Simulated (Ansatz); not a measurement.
# How far PBE and PBEsol part for ZnTe, 1 layer

Consider ZnTe in the zinc blende structure (space group F-43m, No. 216; a = 6.179 Å). Axes: x, y, z lie along the cube axes.

(Cell as relaxed with PBE.)

Levels (all Ansatz, an electronic-structure program, PAW): PBE (420 eV, no spin-orbit coupling); PBEsol (420 eV, no SOC).

Each level relaxes its own structure.

```tsv
base	PBE	PBEsol
volume per atom	29.49 Å³	27.90 Å³
lattice parameter a	11.677 bohr	11.463 bohr
band gap	1.08 eV	1.24 eV
```

Perturbation: a free-standing slab of 1 layer (2 atoms, 2 a layer) is cut normal to [110], with 15 Å of vacuum and the in-plane cell held at bulk.

| quantity | PBE | PBEsol |
|---|---|---|
| band gap | 1.44 eV | [?] |
| shortest interatomic distance | 4.642 bohr | [?] |
| shift of the gap caused by the change | +0.37 eV | [?] |
| gap character | direct at U | [?] |

Question: What does PBEsol give?

Answer: 
- band gap, PBEsol: 1.42 eV
- shortest interatomic distance, PBEsol: 4.574 bohr
- shift of the gap caused by the change, PBEsol: +0.18 eV
- gap character, PBEsol: direct at U

PBE's band gap lies 0.02 eV above PBEsol's; PBE's shortest interatomic distance lies 0.068 bohr above PBEsol's (1.5 %); PBE's shift of the gap caused by the change lies 0.183 eV above PBEsol's; the two agree on the gap character. Neither level is exact; PBEsol is the comparison here, not a measurement.

With Te present, leaving out spin-orbit coupling can change the band edges. No phonon test of stability was made. k-point labels follow each cell's own Brillouin zone.
